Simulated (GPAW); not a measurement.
Crystal: HgTe (Coloradoite).

```
CELL_PARAMETERS angstrom
0.00000 3.21450 3.21450
3.21450 0.00000 3.21450
3.21450 3.21450 0.00000
ATOMIC_POSITIONS crystal
Hg 0.00000 0.00000 0.00000
Te 0.25000 0.25000 0.25000
```

Base run:

| Property | Result |
| --- | --- |
| Program | GPAW 26.7.0 |
| Functional | revTPSS |
| Potentials or basis | GPAW PAW data sets (gpaw-data 1.2.1) |
| Cutoff | 600 eV |
| Basis | pw |
| k mesh | 6 × 6 × 6 |
| Occupations | fermi-dirac, width 0.05 eV |
| Spin | spin-orbit coupling, no magnetisation |

Its results: pressure 3.0 GPa.

Task: The run is repeated on the same cell with these changes: functional from revTPSS to MS2; band points from 60 to 100. What comes out?

Result: Pressure 1.6 GPa.

Caveats: spin-orbit coupling was added after a scalar SCF, so levels and gaps hold it while energy, forces, pressure and moments don't; the PAW data sets were made with another functional, which shifts forces and pressure a little.

Not every run made on this cell is shown here.
